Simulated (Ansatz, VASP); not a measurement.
# One calculation of PtS2, two programs

```xyz
3
Lattice="3.5432 0.0000 0.0000 -1.7716 3.0685 0.0000 0.0000 0.0000 5.0388" Properties=species:S:1:pos:R:3 pbc="T T T"
Pt    0.0000    0.0000    0.0000
S     1.7716    1.0228    3.8950
S     0.0000    2.0457    1.1438
```

Alike in both runs: task relaxation of cell and atoms; functional RPBE; dispersion D3(BJ); k mesh 9 × 9 × 5; occupations fermi-dirac, width 0.05 eV; no spin polarisation.

|  | VASP | Ansatz |
| --- | --- | --- |
| version | VASP 6.6.1 | Ansatz 0.2.0 |
| potentials or method | VASP PAW PBE potentials, release 64 (Pt, S) | Ansatz PAW |
| plane-wave cutoff (eV) | 600 | 420 |
| valence electrons in the cell | 22 | 30 |

VASP gave:

* gap on the k mesh at the Fermi level, each at its own relaxed structure (eV): none
* relaxed volume (Å³/atom): 14.10
* relaxed cell length with the largest relative difference (Å): 3.477
* energy change over the relaxation (meV/atom): -225

Q: Estimate Ansatz's values.

A: gap on the k mesh at the Fermi level, each at its own relaxed structure (eV): none; relaxed volume (Å³/atom): 14.15; relaxed cell length with the largest relative difference (Å): 3.481; energy change over the relaxation (meV/atom): -224.

A gap of «none» marks a metal or a gap that the smearing closes. The two sets of potentials don't hold the same shells in valence.

Caveats: the volume moved by over 15 % at a fixed basis, so the end points are rough; the volume moved by -23 % from the deposited cell, more than functionals usually miss; pairwise dispersion overbinds metals, which lowers pressure and volume; the PAW data sets were made with another functional, which shifts forces and pressure a little (VASP); the plane-wave basis is chosen anew once the cell has moved, so the energies of steps on either side of that aren't comparable (Ansatz); the PAW data sets come from PBE, with cores solved anew for the run's functional, which leaves a small shift of forces and pressure (Ansatz). The runs have no spin-orbit coupling, so splittings on Pt are missing.
